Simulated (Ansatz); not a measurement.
# Ge in Cu(111), 2x2: scattering by a point defect, part 2 of 3

Wanted: the reflection from a plane of defects, Ge in Cu(111), 2x2, and the resistivity it implies.

Ansatz 0.2.0; Ansatz plane-wave DFT, PBE, PAW files; ballistic transport by layer matching (Landauer), zero bias; PAW set soft_1 (the session's first sound run).

So far, resistivity per at.% scaled from this dense plane, with the factor 3/4 for isotropic scattering (µΩ cm): step 3 (resistance at ideal sites) 2.30.

## Step 4: Relaxing the neighbours

The neighbours of the defect are let go while the lead's layers stay on their sites, since a lead must repeat to 0.01 Å.

This step: Ansatz plane-wave DFT, PBE, PAW files; relaxation with the lead's layers held; PAW set soft_1 (Ansatz 0.2.0).

Contents of input.yaml:

```yaml
crystal:
  lattice:
    - [5.1123254594, 0.0, 0.0]
    - [-2.5561627297, 4.4274037203, 0.0]
    - [-1.2780813649, 0.73790062, 22.9580794202]
  atoms:
    - { symbol: Cu, position: [0.0075757576, 0.9924242424, 0.0454545455] }
    - { symbol: Cu, position: [0.0075757576, 0.4924242424, 0.0454545455] }
    - { symbol: Cu, position: [0.5075757576, 0.9924242424, 0.0454545455] }
    - { symbol: Cu, position: [0.5075757576, 0.4924242424, 0.0454545455] }
    - { symbol: Cu, position: [0.1893939394, 0.3106060606, 0.1363636364] }
    - { symbol: Cu, position: [0.1893939394, 0.8106060606, 0.1363636364] }
    - { symbol: Cu, position: [0.6893939394, 0.3106060606, 0.1363636364] }
    - { symbol: Cu, position: [0.6893939394, 0.8106060606, 0.1363636364] }
    - { symbol: Cu, position: [0.3712121212, 0.1287878788, 0.2272727273] }
    - { symbol: Cu, position: [0.3712121212, 0.6287878788, 0.2272727273] }
    - { symbol: Cu, position: [0.8712121212, 0.1287878788, 0.2272727273] }
    - { symbol: Cu, position: [0.8712121212, 0.6287878788, 0.2272727273] }
    - { symbol: Cu, position: [0.053030303, 0.946969697, 0.3181818182] }
    - { symbol: Cu, position: [0.053030303, 0.446969697, 0.3181818182] }
    - { symbol: Cu, position: [0.553030303, 0.946969697, 0.3181818182] }
    - { symbol: Cu, position: [0.553030303, 0.446969697, 0.3181818182] }
    - { symbol: Cu, position: [0.2348484848, 0.2651515152, 0.4090909091] }
    - { symbol: Cu, position: [0.2348484848, 0.7651515152, 0.4090909091] }
    - { symbol: Cu, position: [0.7348484848, 0.2651515152, 0.4090909091] }
    - { symbol: Cu, position: [0.7348484848, 0.7651515152, 0.4090909091] }
    - { symbol: Ge, position: [0.4166666667, 0.0833333333, 0.5] }
    - { symbol: Cu, position: [0.4166666667, 0.5833333333, 0.5] }
    - { symbol: Cu, position: [0.9166666667, 0.0833333333, 0.5] }
    - { symbol: Cu, position: [0.9166666667, 0.5833333333, 0.5] }
    - { symbol: Cu, position: [0.0984848485, 0.9015151515, 0.5909090909] }
    - { symbol: Cu, position: [0.0984848485, 0.4015151515, 0.5909090909] }
    - { symbol: Cu, position: [0.5984848485, 0.9015151515, 0.5909090909] }
    - { symbol: Cu, position: [0.5984848485, 0.4015151515, 0.5909090909] }
    - { symbol: Cu, position: [0.2803030303, 0.2196969697, 0.6818181818] }
    - { symbol: Cu, position: [0.2803030303, 0.7196969697, 0.6818181818] }
    - { symbol: Cu, position: [0.7803030303, 0.2196969697, 0.6818181818] }
    - { symbol: Cu, position: [0.7803030303, 0.7196969697, 0.6818181818] }
    - { symbol: Cu, position: [0.4621212121, 0.0378787879, 0.7727272727] }
    - { symbol: Cu, position: [0.4621212121, 0.5378787879, 0.7727272727] }
    - { symbol: Cu, position: [0.9621212121, 0.0378787879, 0.7727272727] }
    - { symbol: Cu, position: [0.9621212121, 0.5378787879, 0.7727272727] }
    - { symbol: Cu, position: [0.1439393939, 0.8560606061, 0.8636363636] }
    - { symbol: Cu, position: [0.1439393939, 0.3560606061, 0.8636363636] }
    - { symbol: Cu, position: [0.6439393939, 0.8560606061, 0.8636363636] }
    - { symbol: Cu, position: [0.6439393939, 0.3560606061, 0.8636363636] }
    - { symbol: Cu, position: [0.3257575758, 0.1742424242, 0.9545454545] }
    - { symbol: Cu, position: [0.3257575758, 0.6742424242, 0.9545454545] }
    - { symbol: Cu, position: [0.8257575758, 0.1742424242, 0.9545454545] }
    - { symbol: Cu, position: [0.8257575758, 0.6742424242, 0.9545454545] }
kpoints:
  mp_grid: { grid: [5, 5, 1] }
hamiltonian:
  xc: pbe
  pseudopotentials: { kind: paw, azcp: { folder: soft_1 } }
scf:
  occupations: { method: fermi_dirac, width: 0.1 }
relax:
  f_tol: 0.03
  max_steps: 40
  constraints:
    - { sites: [0, 1, 2, 3, 4, 5, 6, 7, 8, 9, 10, 11, 32, 33, 34, 35, 36, 37, 38, 39, 40, 41, 42, 43] }
```

Run with:

```console
> ansatz run input.yaml --threads 4 --pin off --max-ram 15360MiB --backend cpu --events-out ev --progress --plain --runs-dir out
```

Numbers of over 12 decimals in the logs are rounded to 6 here.

Output:

```text
[...]
Crystal: 44 atoms, lattice volume = 519.641 Å³
Basis set: ecut = 420 eV, 10219 PW (Γ), exchange–correlation on 72×72×320 points (8 copies of the dense FFT grid, shifted against one another)
Bands: 499, of which v1, the nominal top of the filled ones, is band 416 counted from 1 (415 counted from 0)
Symmetry: 4 space group operations
[...]
k-points: 9 of 25
[...]
SCF iter   1: F=—  HF=-289219.338895 eV  |F-HF|=—  |Δ(HF+E_count)|=         —  Δρ=2.75e-1  dr2=4.47e2  ethr=3.10e-3  ⟨swp⟩=4.6  Hψ=13290  notcnv=0  defer=29
[...]
SCF iter  15: F=-289177.835987 eV  HF=-289177.835988 eV  |F-HF|=1.24e-6  |Δ(HF+E_count)|=   8.89e-7  Δρ=7.37e-6  dr2=1.16e-6  ethr=2.71e-9  ⟨swp⟩=2.0  Hψ=8276  notcnv=0
SCF 1 converged in 15 iterations: F = -289177.835987 eV  dr2 = 1.16e-6
[...]
relax step   1: F+E_penalty+E_count = -289177.83598718 eV  Δ(F+E_penalty+E_count) = +0.000e0 eV  max|allowed force component| = 2.514e-1 eV/Å  Δτ_max = 0.0000 Å  (15 SCF iters, dr2 threshold 2.25e-5 eV, accepted)
[...]
iter 1 solved again at ethr=9.58e-7 eV; its pass at ethr=3.10e-3 eV (dr2=7.96e-3 eV) is discarded
[...]
SCF iter   6: F=-289177.859698 eV  HF=-289177.859701 eV  |F-HF|=3.36e-6  |Δ(HF+E_count)|=   1.51e-6  Δρ=1.30e-5  dr2=2.75e-6  ethr=4.75e-10  ⟨swp⟩=2.0  Hψ=13272  notcnv=0
SCF 2 converged in 6 iterations: F = -289177.859698 eV  dr2 = 2.75e-6
relax step   2: F+E_penalty+E_count = -289177.85969772 eV  Δ(F+E_penalty+E_count) = -2.371e-2 eV  max|allowed force component| = 1.520e-1 eV/Å  Δτ_max = 0.0173 Å  (6 SCF iters, dr2 threshold 3.95e-6 eV, accepted)
SCF iter   1: F=—  HF=-289177.879236 eV  |F-HF|=—  |Δ(HF+E_count)|=         —  Δρ=2.44e-3  dr2=1.74e-2  ethr=1.94e-5  ⟨swp⟩=5.0  Hψ=10623  notcnv=0  defer=557
[...]
SCF iter   9: F=-289177.872737 eV  HF=-289177.872738 eV  |F-HF|=7.47e-7  |Δ(HF+E_count)|=   8.21e-8  Δρ=2.88e-6  dr2=7.50e-7  ethr=1.74e-10  ⟨swp⟩=3.0  Hψ=8779  notcnv=0
SCF 3 converged in 9 iterations: F = -289177.872737 eV  dr2 = 7.50e-7
relax step   3: F+E_penalty+E_count = -289177.87273710 eV  Δ(F+E_penalty+E_count) = -1.304e-2 eV  max|allowed force component| = 4.916e-3 eV/Å  Δτ_max = 0.0259 Å  (9 SCF iters, dr2 threshold 1.44e-6 eV, accepted)
[...]
SCF iter   6: F=-289177.872738 eV  HF=-289177.872738 eV  |F-HF|=4.07e-10  |Δ(HF+E_count)|=  5.82e-11  Δρ=2.14e-7  dr2=4.12e-10  ethr=1.00e-12  ⟨swp⟩=1.0  Hψ=8500  notcnv=0
SCF 4 converged in 6 iterations: F = -289177.872738 eV  dr2 = 4.12e-10
relax step   4: F+E_penalty+E_count = -289177.87273783 eV  Δ(F+E_penalty+E_count) = -7.314e-7 eV  max|allowed force component| = 4.891e-3 eV/Å  Δτ_max = 0.0000 Å  (6 SCF iters, accepted)
SCF converged after 6 iterations
Free energy (F): -289177.872738 eV
[...]
Internal energy: -289177.373078 eV  (E = F + TS)
E sigma→0 (E₀):  -289177.622908 eV
Entropy (-TS):   -0.499659 eV (-11.356 meV/atom)
Fermi energy:    16.457372 eV
[...]
--- Forces (eV/Å), atoms counted from 1 ---
  atom   1  Cu     0.01030830     0.00566909     0.00830032
  atom   2  Cu    -0.00015670     0.00009047    -0.00475347
  atom   3  Cu    -0.00873983     0.00504594     0.00726003
  atom   4  Cu     0.00024457    -0.01176180     0.00830032
  atom   5  Cu     0.00340882    -0.00196808    -0.00028100
  atom   6  Cu     0.00373997     0.00529662    -0.00217342
  atom   7  Cu    -0.00271702    -0.00588722    -0.00217342
  atom   8  Cu    -0.00515739     0.00297762    -0.01237059
  atom   9  Cu     0.00483903    -0.00279382    -0.10443320
  atom  10  Cu     0.00389092     0.00290495    -0.07046236
  atom  11  Cu    -0.00057030    -0.00482211    -0.07046236
  atom  12  Cu    -0.00394896     0.00227993    -0.07143926
  atom  13  Cu     0.00118896     0.00111574     0.00110088
  atom  14  Cu    -0.00062205     0.00035914    -0.00359948
  atom  15  Cu    -0.00114597     0.00066163     0.00153966
  atom  16  Cu    -0.00037178    -0.00158754     0.00110088
  atom  17  Cu     0.00162906    -0.00094054     0.00118908
  atom  18  Cu     0.00117479    -0.00082983    -0.00006110
  atom  19  Cu     0.00130604    -0.00060248    -0.00006110
  atom  20  Cu     0.00135905    -0.00078465    -0.00489116
  atom  21  Ge     0.00000000     0.00000000     0.00000000
  atom  22  Cu     0.00000000     0.00000000     0.00000000
  atom  23  Cu     0.00000000     0.00000000     0.00000000
  atom  24  Cu     0.00000000     0.00000000     0.00000000
  atom  25  Cu    -0.00130604     0.00060248     0.00006110
  atom  26  Cu    -0.00135905     0.00078465     0.00489116
  atom  27  Cu    -0.00162906     0.00094054    -0.00118908
  atom  28  Cu    -0.00117479     0.00082983     0.00006110
  atom  29  Cu     0.00114597    -0.00066163    -0.00153966
  atom  30  Cu     0.00037178     0.00158754    -0.00110088
  atom  31  Cu    -0.00118896    -0.00111574    -0.00110088
  atom  32  Cu     0.00062205    -0.00035914     0.00359948
  atom  33  Cu    -0.00483903     0.00279382     0.10443320
  atom  34  Cu    -0.00389092    -0.00290495     0.07046236
  atom  35  Cu     0.00057030     0.00482211     0.07046236
  atom  36  Cu     0.00394896    -0.00227993     0.07143926
  atom  37  Cu     0.00271702     0.00588722     0.00217342
  atom  38  Cu     0.00515739    -0.00297762     0.01237059
  atom  39  Cu    -0.00340882     0.00196808     0.00028100
  atom  40  Cu    -0.00373997    -0.00529662     0.00217342
  atom  41  Cu     0.00873983    -0.00504594    -0.00726003
  atom  42  Cu    -0.00024457     0.01176180    -0.00830032
  atom  43  Cu    -0.01030830    -0.00566909    -0.00830032
  atom  44  Cu     0.00015670    -0.00009047     0.00475347
  max |Σ_I F_I| component: 4.34e-18 eV/Å
--- Relaxed structure (4 steps of the walk, 4 accepted, 0 SCFs on fresh bases) ---
  F+E_penalty+E_count = -289177.87273783 eV   max|allowed force component| = 4.891e-3 eV/Å
  atoms:
    - { symbol: Cu, position: [0.00757576, 0.992424, 0.0454545455] }
    - { symbol: Cu, position: [0.00757576, 0.492424, 0.045455] }
    - { symbol: Cu, position: [0.507576, 0.992424, 0.0454545455] }
    - { symbol: Cu, position: [0.507576, 0.492424, 0.0454545455] }
    - { symbol: Cu, position: [0.189394, 0.310606, 0.136364] }
    - { symbol: Cu, position: [0.189394, 0.810606, 0.1363636364] }
    - { symbol: Cu, position: [0.689394, 0.310606, 0.1363636364] }
    - { symbol: Cu, position: [0.689394, 0.810606, 0.136364] }
    - { symbol: Cu, position: [0.371212, 0.128788, 0.2272727273] }
    - { symbol: Cu, position: [0.371212, 0.628788, 0.2272727273] }
    - { symbol: Cu, position: [0.871212, 0.128788, 0.2272727273] }
    - { symbol: Cu, position: [0.871212, 0.628788, 0.2272727273] }
    - { symbol: Cu, position: [0.053385, 0.947270, 0.317286] }
    - { symbol: Cu, position: [0.052963, 0.447037, 0.317247] }
    - { symbol: Cu, position: [0.552923, 0.947077, 0.317325] }
    - { symbol: Cu, position: [0.552730, 0.446615, 0.317286] }
    - { symbol: Cu, position: [0.233899, 0.266101, 0.407539] }
    - { symbol: Cu, position: [0.233866, 0.763019, 0.407527] }
    - { symbol: Cu, position: [0.736981, 0.266134, 0.407527] }
    - { symbol: Cu, position: [0.734912, 0.765088, 0.407216] }
    - { symbol: Ge, position: [0.416667, 0.083333, 0.5] }
    - { symbol: Cu, position: [0.416667, 0.583333, 0.5] }
    - { symbol: Cu, position: [0.916667, 0.083333, 0.5] }
    - { symbol: Cu, position: [0.916667, 0.583333, 0.5] }
    - { symbol: Cu, position: [0.096352, 0.900532, 0.592473] }
    - { symbol: Cu, position: [0.098421, 0.401579, 0.592784] }
    - { symbol: Cu, position: [0.599434, 0.900566, 0.592461] }
    - { symbol: Cu, position: [0.599468, 0.403648, 0.592473] }
    - { symbol: Cu, position: [0.280410, 0.219590, 0.682675] }
    - { symbol: Cu, position: [0.280604, 0.720052, 0.682714] }
    - { symbol: Cu, position: [0.779948, 0.219396, 0.682714] }
    - { symbol: Cu, position: [0.780371, 0.719629, 0.682753] }
    - { symbol: Cu, position: [0.462121, 0.037879, 0.7727272727] }
    - { symbol: Cu, position: [0.462121, 0.537879, 0.772727] }
    - { symbol: Cu, position: [0.962121, 0.037879, 0.772727] }
    - { symbol: Cu, position: [0.962121, 0.537879, 0.772727] }
    - { symbol: Cu, position: [0.143939, 0.856061, 0.8636363636] }
    - { symbol: Cu, position: [0.143939, 0.356061, 0.8636363636] }
    - { symbol: Cu, position: [0.643939, 0.856061, 0.8636363636] }
    - { symbol: Cu, position: [0.643939, 0.356061, 0.8636363636] }
    - { symbol: Cu, position: [0.325758, 0.174242, 0.9545454545] }
    - { symbol: Cu, position: [0.325758, 0.674242, 0.954545] }
    - { symbol: Cu, position: [0.825758, 0.174242, 0.954545] }
    - { symbol: Cu, position: [0.825758, 0.674242, 0.954545] }
```

Run time: 2.2 min. Hardware: 4 threads of Intel Xeon Platinum 8488C (Sapphire Rapids), shared host; peak memory 5.4 GiB.

Step by step:

| step | energy less that of the first step (eV) | largest force component (eV/Å) |
| --- | --- | --- |
| 1 | 0.0000 | 0.2514 |
| 2 | -0.0237 | 0.1520 |
| 3 | -0.0367 | 0.0049 |
| 4 | -0.0368 | 0.0049 |

The run keeps the 4 symmetry operations that it works with, so distortions that break them were not tested.

The atoms that moved most (Å):

| atom | dx | dy | dz | length |
| --- | --- | --- | --- | --- |
| Cu26 | -0.003 | 0.002 | 0.043 | 0.043 |
| Cu20 | 0.003 | -0.002 | -0.043 | 0.043 |
| Cu25 | -0.010 | -0.003 | 0.036 | 0.038 |
| Cu28 | -0.002 | 0.011 | 0.036 | 0.038 |
| Cu18 | 0.002 | -0.011 | -0.036 | 0.038 |
| Cu19 | 0.010 | 0.003 | -0.036 | 0.038 |
| Cu27 | 0.005 | -0.003 | 0.036 | 0.036 |
| Cu17 | -0.005 | 0.003 | -0.036 | 0.036 |

This step gave:

```yaml
free_energy: -289177.8727 eV
energy_at_zero_smearing: -289177.6229 eV
```

The largest force component on a free atom ends at 0.0049 eV/Å, under the tolerance of 0.03, after 4 steps.

(Part 2 of 3 ends here.)

[Logs are printed without paths, hosts, clocks, repeated set-up lines and the standing remarks that a program may print on its own settings, such as how far it seeks lower states.]

[Hosts, paths, dates, database ids (printed as entryN), source tags and the programs' standing remarks are cut or masked in the printed files.]
